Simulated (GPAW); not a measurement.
# Al15VAs16 (AlAs32 V1): moments or none

Wanted: the moments of Al15VAs16 (AlAs32 V1) and the energy gained by spin polarisation.

Calculated with GPAW 26.7.0; PBE; plane waves with GPAW's PAW setups, scalar-relativistic.

### Step 1. The structure

It takes space group P-42m (No. 111, tetragonal). The conventional cell has a = 11.322 Å, b = 11.322 Å, c = 5.661 Å, α = 90.00°, β = 90.00°, γ = 90.00°. V has 4 As at 2.45 Å nearest. As has 3 Al at 2.45 Å and 1 V at 2.45 Å nearest. Al has 4 As at 2.45 Å nearest. As has 4 Al at 2.45 Å nearest. Nearest to As lie 4 Al at 2.45 Å. substitutional dopants on the host's lattice, its constants typed without a cited source, atoms not relaxed. Farther neighbours are not listed.

The cell is a made-up one and need not be a known phase.

### Step 2. Order 1, typed as ferro +

The parallel start comes first: it fits the smallest cell, keeps the most symmetry and shows whether parallel moments form.

File order1.py:

```python
import json
import numpy as np
from ase import Atoms
from ase.parallel import paropen, parprint
from gpaw import GPAW

atoms = Atoms(['V', 'As', 'Al', 'As', 'Al', 'As', 'Al', 'As', 'Al', 'As', 'Al', 'As', 'Al', 'As', 'Al', 'As', 'Al', 'As', 'Al', 'As', 'Al', 'As', 'Al', 'As', 'Al', 'As', 'Al', 'As', 'Al', 'As', 'Al', 'As'],
    cell=[[11.322, 0.0, 0.0],
         [0.0, 11.322, 0.0],
         [0.0, 0.0, 5.661]],
    scaled_positions=[[0.0, 0.0, 0.0],
         [0.125, 0.125, 0.25],
         [0.0, 0.25, 0.5],
         [0.125, 0.375, 0.75],
         [0.25, 0.0, 0.5],
         [0.375, 0.125, 0.75],
         [0.25, 0.25, 0.0],
         [0.375, 0.375, 0.25],
         [0.0, 0.5, 0.0],
         [0.125, 0.625, 0.25],
         [0.0, 0.75, 0.5],
         [0.125, 0.875, 0.75],
         [0.25, 0.5, 0.5],
         [0.375, 0.625, 0.75],
         [0.25, 0.75, 0.0],
         [0.375, 0.875, 0.25],
         [0.5, 0.0, 0.0],
         [0.625, 0.125, 0.25],
         [0.5, 0.25, 0.5],
         [0.625, 0.375, 0.75],
         [0.75, 0.0, 0.5],
         [0.875, 0.125, 0.75],
         [0.75, 0.25, 0.0],
         [0.875, 0.375, 0.25],
         [0.5, 0.5, 0.0],
         [0.625, 0.625, 0.25],
         [0.5, 0.75, 0.5],
         [0.625, 0.875, 0.75],
         [0.75, 0.5, 0.5],
         [0.875, 0.625, 0.75],
         [0.75, 0.75, 0.0],
         [0.875, 0.875, 0.25]],
    pbc=True,
    magmoms=[2.0, 0.0, 0.0, 0.0, 0.0, 0.0, 0.0, 0.0, 0.0, 0.0, 0.0, 0.0, 0.0, 0.0, 0.0, 0.0, 0.0, 0.0, 0.0, 0.0, 0.0, 0.0, 0.0, 0.0, 0.0, 0.0, 0.0, 0.0, 0.0, 0.0, 0.0, 0.0])
atoms.calc = GPAW(mode={'name': 'pw', 'ecut': 450},
    xc='PBE',
    kpts={'size': (3, 3, 5), 'gamma': True},
    occupations={'name': 'fermi-dirac', 'width': 0.05},
    convergence={'density': 1e-05, 'energy': 1e-05},
    maxiter=200,
    mixer={'name': 'pulay', 'beta': 0.05, 'nmaxold': 6, 'weight': 50},
    symmetry={'tolerance': 1e-4},
    txt='order1.txt')
e = atoms.get_potential_energy(force_consistent=True)
res = {'free_energy': e, 'energy_sigma0': atoms.get_potential_energy(), 'fermi_energy': atoms.calc.get_fermi_level()}
res['moments'] = atoms.get_magnetic_moments().tolist()
res['total'] = atoms.get_magnetic_moment()
parprint('site moments (muB):', np.round(res['moments'], 3))
parprint(f"total moment: {res['total']:.3f} muB")
parprint(f'free energy: {e:.6f} eV')
atoms.calc.write('order1.gpw')
with paropen('results.json', 'w') as f:
    json.dump(res, f)
```

On the command line:

```sh
> OMP_NUM_THREADS=1 mpirun -n 4 gpaw python order1.py > order1.log
```

Numbers of over 12 decimals in the logs are rounded to 6 here.

The log of the run:

```text
site moments (muB): [ 1.774e+00 -2.700e-02  9.000e-03 -1.000e-03  9.000e-03 -1.000e-03
  5.000e-03 -2.000e-03 -0.000e+00 -1.000e-03  9.000e-03 -2.700e-02
  0.000e+00 -2.000e-03  5.000e-03 -1.000e-03 -0.000e+00 -1.000e-03
  0.000e+00 -2.000e-03  9.000e-03 -2.700e-02  5.000e-03 -1.000e-03
 -0.000e+00 -2.000e-03  0.000e+00 -1.000e-03  0.000e+00 -1.000e-03
  5.000e-03 -2.700e-02]
total moment: 2.000 muB
free energy: -152.830637 eV

--- order1.txt ---
Input parameters:
  mode=PW(ecut=450),
  convergence={'density': 1e-05, 'energy': 1e-05},
  kpts=MonkhorstPack(size=(3, 3, 5), gamma=True),
  maxiter=200,
  mixer=Pulay(name='pulay', nmaxold=6, beta=0.05, weight=50, sigma=0.015, g_ss=None),
  occupations=Occupations(name='fermi-dirac', width=0.05),
  symmetry=Symmetry(tolerance=0.0001),
  xc=XC(name='PBE')

Diagonalizing LCAO Hamiltonian
Converting LCAO to pw mode
        .---------------------------.
       /|                           |
      / |                           |
     /  |  As            As         |
    /   |       As            As    |
   /  Al|           Al              |
  /    As         As As         As  |
 *      .--Al------------Al---------.
 |     / As As         As As       /
 | Al /      Al  Al        Al     /
 |   Al Al    As   Al Al    As   /
 |  /As            As           /
 | /      Al            Al     /
 |/                           /
 V-------------Al------------*

Atoms  # Å, Bohr magnetons
|    | symbol |        x |        y |        z |    initial magnetic moments |
|----|--------|----------|----------|----------|-----------------------------|
|  0 |      V | 0.000000 | 0.000000 | 0.000000 | ( 0.0000,  0.0000,  2.0000) |
|  1 |     As | 1.415250 | 1.415250 | 1.415250 | ( 0.0000,  0.0000,  0.0000) |
|  2 |     Al | 0.000000 | 2.830500 | 2.830500 | ( 0.0000,  0.0000,  0.0000) |
|  3 |     As | 1.415250 | 4.245750 | 4.245750 | ( 0.0000,  0.0000,  0.0000) |
|  4 |     Al | 2.830500 | 0.000000 | 2.830500 | ( 0.0000,  0.0000,  0.0000) |
|  5 |     As | 4.245750 | 1.415250 | 4.245750 | ( 0.0000,  0.0000,  0.0000) |
|  6 |     Al | 2.830500 | 2.830500 | 0.000000 | ( 0.0000,  0.0000,  0.0000) |
|  7 |     As | 4.245750 | 4.245750 | 1.415250 | ( 0.0000,  0.0000,  0.0000) |
|  8 |     Al | 0.000000 | 5.661000 | 0.000000 | ( 0.0000,  0.0000,  0.0000) |
|  9 |     As | 1.415250 | 7.076250 | 1.415250 | ( 0.0000,  0.0000,  0.0000) |
| 10 |     Al | 0.000000 | 8.491500 | 2.830500 | ( 0.0000,  0.0000,  0.0000) |
| 11 |     As | 1.415250 | 9.906750 | 4.245750 | ( 0.0000,  0.0000,  0.0000) |
| 12 |     Al | 2.830500 | 5.661000 | 2.830500 | ( 0.0000,  0.0000,  0.0000) |
| 13 |     As | 4.245750 | 7.076250 | 4.245750 | ( 0.0000,  0.0000,  0.0000) |
| 14 |     Al | 2.830500 | 8.491500 | 0.000000 | ( 0.0000,  0.0000,  0.0000) |
| 15 |     As | 4.245750 | 9.906750 | 1.415250 | ( 0.0000,  0.0000,  0.0000) |
| 16 |     Al | 5.661000 | 0.000000 | 0.000000 | ( 0.0000,  0.0000,  0.0000) |
| 17 |     As | 7.076250 | 1.415250 | 1.415250 | ( 0.0000,  0.0000,  0.0000) |
| 18 |     Al | 5.661000 | 2.830500 | 2.830500 | ( 0.0000,  0.0000,  0.0000) |
| 19 |     As | 7.076250 | 4.245750 | 4.245750 | ( 0.0000,  0.0000,  0.0000) |
| 20 |     Al | 8.491500 | 0.000000 | 2.830500 | ( 0.0000,  0.0000,  0.0000) |
| 21 |     As | 9.906750 | 1.415250 | 4.245750 | ( 0.0000,  0.0000,  0.0000) |
| 22 |     Al | 8.491500 | 2.830500 | 0.000000 | ( 0.0000,  0.0000,  0.0000) |
| 23 |     As | 9.906750 | 4.245750 | 1.415250 | ( 0.0000,  0.0000,  0.0000) |
| 24 |     Al | 5.661000 | 5.661000 | 0.000000 | ( 0.0000,  0.0000,  0.0000) |
| 25 |     As | 7.076250 | 7.076250 | 1.415250 | ( 0.0000,  0.0000,  0.0000) |
| 26 |     Al | 5.661000 | 8.491500 | 2.830500 | ( 0.0000,  0.0000,  0.0000) |
| 27 |     As | 7.076250 | 9.906750 | 4.245750 | ( 0.0000,  0.0000,  0.0000) |
| 28 |     Al | 8.491500 | 5.661000 | 2.830500 | ( 0.0000,  0.0000,  0.0000) |
| 29 |     As | 9.906750 | 7.076250 | 4.245750 | ( 0.0000,  0.0000,  0.0000) |
| 30 |     Al | 8.491500 | 8.491500 | 0.000000 | ( 0.0000,  0.0000,  0.0000) |
| 31 |     As | 9.906750 | 9.906750 | 1.415250 | ( 0.0000,  0.0000,  0.0000) |

Unit cell  # Å
| periodic |         x |         y |        z |   lengths |    angles |
|----------|-----------|-----------|----------|-----------|-----------|
|      yes | 11.322000 |  0.000000 | 0.000000 | 11.322000 | 90.000000 |
|      yes |  0.000000 | 11.322000 | 0.000000 | 11.322000 | 90.000000 |
|      yes |  0.000000 |  0.000000 | 5.661000 |  5.661000 | 90.000000 |

Number of symmetries: 8

BZ-sampling:
  Number of BZ points: 45
  Number of IBZ points: 9

  Monkhorst-Pack size: [3, 3, 5]
  Monkhorst-Pack shift: [0, 0, 0]

K-points  # in reciprocal-cell coordinates
|   |                                coordinates |     weight |
|---|--------------------------------------------|------------|
| 0 | (  0.00000000,   0.00000000,   0.00000000) | 0.02222222 |
| 1 | (  0.00000000,   0.00000000,   0.20000000) | 0.04444444 |
| 2 | (  0.00000000,   0.00000000,   0.40000000) | 0.04444444 |
| 3 | (  0.33333333,   0.00000000,   0.00000000) | 0.08888889 |
| 4 | (  0.33333333,   0.00000000,   0.20000000) | 0.17777778 |
| 5 | (  0.33333333,   0.00000000,   0.40000000) | 0.17777778 |
| 6 | (  0.33333333,   0.33333333,   0.00000000) | 0.08888889 |
| 7 | (  0.33333333,   0.33333333,   0.20000000) | 0.17777778 |
| 8 | (  0.33333333,   0.33333333,   0.40000000) | 0.17777778 |

Plane wave coefficients: 15772
Cutoff: 450.000000 eV

Spin-components: 2 (collinear spins)
Bands:           88
Projectors:      161
Spin-degeneracy: 1
Datatype:        complex128

Parallelization:
  kpt:    4
  domain: 1
  band:   1

Density:
  Valence electrons: 138.0
  Components: 2
  Grid points: [56 56 28]
  Charge: 0.0  # |e|

Potential:
  Grid points: [56 56 28]

species:
  V:
    name:    Vanadium
    Z:       23.0
    valence: 13
    core:    10
    charge:  0.0  # [|e|]
    compensation charges:
      type: gauss
      rc: 0.37  # [Å]
      lmax: 2
    cutoffs:
      filter: 2.14  # [Å]
      core: 0.96  # [Å]
    projectors
    | kind |    occ | energy [eV] | rcut [Å] |
    |------|--------|-------------|----------|
    |   3s |  2.000 |     -70.222 |    1.254 |
    |   4s |  2.000 |      -4.702 |    1.254 |
    |   3p |  6.000 |     -44.043 |    1.281 |
    |   4p |  0.000 |      -1.444 |    1.281 |
    |   3d |  3.000 |      -5.164 |    1.169 |
    |    d |        |      22.047 |    1.169 |

    Using partial waves for V as LCAO basis

  As:
    name:    Arsenic
    Z:       33.0
    valence: 5
    core:    28
    charge:  0.0  # [|e|]
    compensation charges:
      type: gauss
      rc: 0.33  # [Å]
      lmax: 2
    cutoffs:
      filter: 1.87  # [Å]
      core: 2.96  # [Å]
    projectors
    | kind |    occ | energy [eV] | rcut [Å] |
    |------|--------|-------------|----------|
    |   4s |  2.000 |     -14.487 |    1.058 |
    |   4p |  3.000 |      -5.196 |    1.058 |
    |    s |        |      12.725 |    1.058 |
    |    p |        |      22.016 |    1.058 |
    |    d |        |       0.000 |    1.058 |

    Using partial waves for As as LCAO basis

  Al:
    name:    Aluminium
    Z:       13.0
    valence: 3
    core:    10
    charge:  0.0  # [|e|]
    compensation charges:
      type: gauss
      rc: 0.34  # [Å]
      lmax: 2
    cutoffs:
      filter: 1.91  # [Å]
      core: 2.36  # [Å]
    projectors
    | kind |    occ | energy [eV] | rcut [Å] |
    |------|--------|-------------|----------|
    |   3s |  2.000 |      -7.753 |    1.085 |
    |   3p |  1.000 |      -2.712 |    1.085 |
    |    s |        |      19.459 |    1.085 |
    |    p |        |      24.499 |    1.085 |
    |    d |        |       0.000 |    1.085 |

    Using partial waves for Al as LCAO basis

Reference energy: -1108919.422138  # eV

eigensolver:
  PPCG
  Converge bands: occupied
  niter=2

density mixing:
  Pulay-Mixer
  Linear mixing parameters: 0.05
  Old densities: 6
  Fourier metric: weight=50, sigma=0.015

occupation numbers:
  Fermi-Dirac:
    width: 0.0500  # eV

poisson solver:
  ecut: 3600.000000  # eV

xc functional:
  name: PBE with 2 nearest neighbor stencil

convergence criteria:
- Maximum integral of absolute [dens]ity change: 1e-05 electrons / valence electron
- Maximum [total energy] change in last 3 cyles: 1e-05 eV / valence electron
- Maximum integral of absolute [eigenst]ate change: 4e-08 eV^2 / valence electron
maximum number of iterations: 200

SCF iterations
|iter     |      energy | eigst |  dens |  magmom |
|---------|-------------|-------|-------|---------|
|iter:   1|       0s | -154.535077 | +0.11 |       |  +2.0060|
|iter:   2|      17s | -154.235486 | -1.31 | -0.84 |  +2.0057|
|iter:   3|      35s | -153.548458 | -1.91 | -0.87 |  +2.0051|
|iter:   4|      52s | -152.745043 | -1.14 | -0.94 |  +2.0023|
|iter:   5|      69s | -152.979432 | -1.80 | -1.32 |  +2.0012|
|iter:   6|      86s | -152.869551 | -2.06 | -1.51 |  +1.9997|
|iter:   7|     103s | -152.840656 | -2.96 | -1.96 |  +2.0000|
|iter:   8|     120s | -152.831225 | -3.05 | -2.22 |  +2.0000|
|iter:   9|     138s | -152.830606 | -4.53 | -2.49 |  +2.0000|
|iter:  10|     155s | -152.829583 | -4.99 | -2.50 |  +2.0001|
[... 11 iterations left out ...]
|iter:  22|     359s | -152.830533c| -7.37 | -3.94 |  +2.0000|
|iter:  23|     367s | -152.830534c| -7.61c| -3.96 |  +2.0000|
|iter:  24|     384s | -152.830536c| -7.32 | -3.99 |  +2.0000|
|iter:  25|     393s | -152.830537c| -7.56c| -4.09 |  +2.0000|
|iter:  26|     410s | -152.830541c| -6.95 | -4.16 |  +2.0000|
|iter:  27|     419s | -152.830541c| -7.76c| -4.28 |  +2.0000|
|iter:  28|     432s | -152.830541c| -7.49c| -4.34 |  +2.0000|
|iter:  29|     441s | -152.830541c| -7.92c| -4.60 |  +2.0000|
|iter:  30|     450s | -152.830542c| -7.58c| -4.61 |  +2.0000|
|iter:  31|     458s | -152.830542c| -7.61c| -5.05c|  +2.0000|

Converged in 31 steps
Energy contributions relative to reference atoms: (reference = -1108919.422138)

Energy contributions:
  Kinetic:         310.061684
  Coulomb:        -275.172073
  Zero:             -0.133894
  External:          0.000000
  Xc:             -187.586162
  Entropy:          -0.000192
  Spinorbit:         0.000000
  ----------------------------
  Free energy:    -152.830637
  Extrapolated:   -152.830542

dipole moment: (-85.110095, -85.110095, -81.338280)  # |e|*Ang

Total magnetic moment: (0.000000, 0.000000, 1.999999)

Local magnetic moments
|        x |        y |         z |
|----------|----------|-----------|
| 0.000000 | 0.000000 |  1.773675 |  # V    0
| 0.000000 | 0.000000 | -0.027408 |  # As   1
| 0.000000 | 0.000000 |  0.009130 |  # Al   2
| 0.000000 | 0.000000 | -0.001190 |  # As   3
| 0.000000 | 0.000000 |  0.009130 |  # Al   4
| 0.000000 | 0.000000 | -0.001190 |  # As   5
| 0.000000 | 0.000000 |  0.004850 |  # Al   6
| 0.000000 | 0.000000 | -0.001835 |  # As   7
| 0.000000 | 0.000000 | -0.000370 |  # Al   8
| 0.000000 | 0.000000 | -0.001190 |  # As   9
| 0.000000 | 0.000000 |  0.009130 |  # Al  10
| 0.000000 | 0.000000 | -0.027408 |  # As  11
| 0.000000 | 0.000000 |  0.000289 |  # Al  12
| 0.000000 | 0.000000 | -0.001835 |  # As  13
| 0.000000 | 0.000000 |  0.004850 |  # Al  14
| 0.000000 | 0.000000 | -0.001190 |  # As  15
[...]
| 0.000000 | 0.000000 |  0.004850 |  # Al  22
| 0.000000 | 0.000000 | -0.001190 |  # As  23
| 0.000000 | 0.000000 | -0.000379 |  # Al  24
| 0.000000 | 0.000000 | -0.001835 |  # As  25
| 0.000000 | 0.000000 |  0.000289 |  # Al  26
| 0.000000 | 0.000000 | -0.001190 |  # As  27
| 0.000000 | 0.000000 |  0.000289 |  # Al  28
| 0.000000 | 0.000000 | -0.001190 |  # As  29
| 0.000000 | 0.000000 |  0.004850 |  # Al  30
| 0.000000 | 0.000000 | -0.027408 |  # As  31

Fermi level: 5.115
Eigenvalues  # (at kpt = [0.000, 0.000, 0.000])
| band index |      eig [eV] | occ [0-1] |      eig [eV] | occ [0-1] |
|------------|---------------|-----------|---------------|-----------|
|          0 |       -59.860 |     1.000 |       -58.056 |     1.000 |
|        ... |               |           |               |           |
|         61 |         3.219 |     1.000 |         3.372 |     1.000 |
|         62 |         3.367 |     1.000 |         3.423 |     1.000 |
|         63 |         3.367 |     1.000 |         3.453 |     1.000 |
|         64 |         3.426 |     1.000 |         3.453 |     1.000 |
|         65 |         4.059 |     1.000 |         4.155 |     1.000 |
|         66 |         4.101 |     1.000 |         4.171 |     1.000 |
|         67 |         4.101 |     1.000 |         4.171 |     1.000 |
|         68 |         4.409 |     1.000 |         5.709 |     0.000 |
|         69 |         4.475 |     1.000 |         5.733 |     0.000 |
|         70 |         5.515 |     0.000 |         5.733 |     0.000 |
|         71 |         5.595 |     0.000 |         6.049 |     0.000 |
|         72 |         5.595 |     0.000 |         6.068 |     0.000 |
|         73 |         6.201 |     0.000 |         6.433 |     0.000 |
|         74 |         6.321 |     0.000 |         6.648 |     0.000 |
|         75 |         6.321 |     0.000 |         6.769 |     0.000 |
|         76 |         6.426 |     0.000 |         6.788 |     0.000 |
|        ... |               |           |               |           |
|         87 |         8.124 |     0.000 |         8.128 |     0.000 |

Gap: 0.718 eV
Transition (v -> c):
  (s=0, k=2, n=69, [0.00, 0.00, 0.40]) -> (s=0, k=6, n=70, [0.33, 0.33, 0.00])
Direct/indirect transitions are different
Direct gap: 0.871 eV
Transition at: (s=0, k=1, n=69, [0.00, 0.00, 0.20])
```

Run time: 8.1 min. Hardware: 4 MPI ranks of Arm Neoverse V1, shared host; peak memory 2.2 GiB; 32 min of CPU time.

Spin moment in the augmentation sphere by element, in μB:

```
element  atoms   mean  spread (r.m.s.)  least  largest
      V      1   1.77             0.00   1.77     1.77
     As     16  -0.01             0.01  -0.03     0.00
     Al     15   0.00             0.00   0.00     0.01
```

The atoms farthest from the mean of their element:

```csv
atom,"x, y, z (Å)",spin moment in the augmentation sphere (μB)
As32,"9.91, 9.91, 1.42",-0.03
As2,"1.42, 1.42, 1.42",-0.03
As22,"9.91, 1.42, 4.25",-0.03
As12,"1.42, 9.91, 4.25",-0.03
As30,"9.91, 7.08, 4.25",0.00
As28,"7.08, 9.91, 4.25",0.00
As24,"9.91, 4.25, 1.42",0.00
As18,"7.08, 1.42, 1.42",0.00
```

This step gave:

```
magnetization : 2.000 μB
final state   : ferromagnetic
```

After 31 cycles the largest moment stands at 1.77 μB.

(Part 1 of 2 ends here.)

[Logs and program files are shortened in this print: banners, set-up blocks, solver, clock and traceback lines can be left out without a mark of their own.]

[Logs are printed without paths, hosts, clocks, repeated set-up lines and the standing remarks that a program may print on its own settings, such as how far it seeks lower states.]

[Hosts, paths, dates, database ids (printed as entryN), source tags and the programs' standing remarks are cut or masked in the printed files.]

[Where a cell is said to come from a database of computed structures, the database is the Materials Project.]
